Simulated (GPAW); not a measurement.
Here is a GPAW 26.7.0 calculation.

run.py

```python
from ase.dft.bandgap import bandgap
from ase.io import read, write
from ase.units import GPa
from gpaw import GPAW, PW, setup_paths

setup_paths.insert(0, '.')

atoms = read('POSCAR')

calc = GPAW(mode=PW(800),
            xc='PBEsol',
            kpts={'size': (13, 13, 13), 'gamma': True},
            occupations={'name': 'fermi-dirac', 'width': 0.05},
            nbands=11,
            convergence={'density': 1e-05, 'energy': 1e-05},
            maxiter=150,
            txt='gpaw.txt')
atoms.calc = calc
energy = atoms.get_potential_energy()
forces = atoms.get_forces()
stress = atoms.get_stress()
calc.write('gs.gpw')
write('result.traj', atoms)
print(f'Energy: {energy:.6f} eV')
print('Forces (eV/A):')
print(forces.round(4))
print('Stress (GPa):', (stress / GPa).round(3))
print('Fermi level:', round(calc.get_fermi_level(), 4), 'eV')
print(f'Gap: {bandgap(calc)[0]:.4f} eV, direct: {bandgap(calc, direct=True)[0]:.4f} eV')

path = atoms.cell.bandpath('GXWKGLUWLK,UX', npoints=80, eps=1e-4)
bs_calc = calc.fixed_density(kpts=path, symmetry='off', nbands=18,
                             convergence={'bands': 'CBM+6.0', 'eigenstates': 1e-6}, txt='bands.txt')
bs = bs_calc.band_structure()
bs.write('bs.json')
print(f'Gap on the path: {bandgap(bs_calc)[0]:.4f} eV')
```

File POSCAR:

```
BN
1.0
    0.0000000000      1.8130010000      1.8130010000
    1.8130010000      0.0000000000      1.8130010000
    1.8130010000      1.8130010000      0.0000000000
N B
1 1
Direct
    0.2500000000      0.2500000000      0.2500000000
    0.0000000000      0.0000000000      0.0000000000
```

Potentials or basis: PAW data sets generated in the run's folder for this functional, pw.

Command:

```sh
$ gpaw-setup -f PBEsol B N
$ OMP_NUM_THREADS=1 python run.py
```

Problem. Predict the band gap along the path.

Solution. 4.28 eV, indirect (least direct gap 8.73 eV).

Problem. What does it give for the pressure?

Solution. -7.5 GPa.

Levels at the corners of the path, in eV from the valence-band top:
```
point  band 1  band 2  band 3  band 4  band 5  band 6  band 7  band 8
    Γ  -20.14    0.00    0.00    0.00    8.73    8.73    8.73   10.13
    X  -14.55   -8.91   -4.89   -4.89    4.28    9.04   17.75   17.75
    W  -14.23   -7.56   -6.98   -6.52    9.40   13.16   14.28   14.51
    K  -14.46   -8.11   -7.68   -4.07    6.73   12.68   15.67   16.51
    Γ  -20.14    0.00    0.00    0.00    8.73    8.73    8.73   10.13
    L  -15.92  -10.69   -1.93   -1.93    9.98   10.58   10.58   14.99
    U  -14.46   -8.11   -7.68   -4.07    6.73   12.68   15.67   16.51
    W  -14.23   -7.56   -6.98   -6.52    9.40   13.16   14.28   14.51
    L  -15.92  -10.69   -1.93   -1.93    9.98   10.58   10.58   14.99
    K  -14.46   -8.11   -7.68   -4.07    6.73   12.68   15.67   16.51
    U  -14.46   -8.11   -7.68   -4.07    6.73   12.68   15.67   16.51
    X  -14.55   -8.91   -4.89   -4.89    4.28    9.04   17.75   17.75
```

**What was measured.**

A printed reference work, monograph reports, for a bulk crystal of BN at 300 K: band gap 6.4 eV (indirect).

Against the measured gap of BN, 6.4 eV (indirect; 300 K; a printed reference work, monograph), the calculated 4.28 eV is off by -2.12 eV. The value is that of PBEsol, without temperature or zero-point motion. Semilocal functionals fall short of measured gaps as a rule. The cell is a database's relaxed one, not the measured one, which moves gaps too.
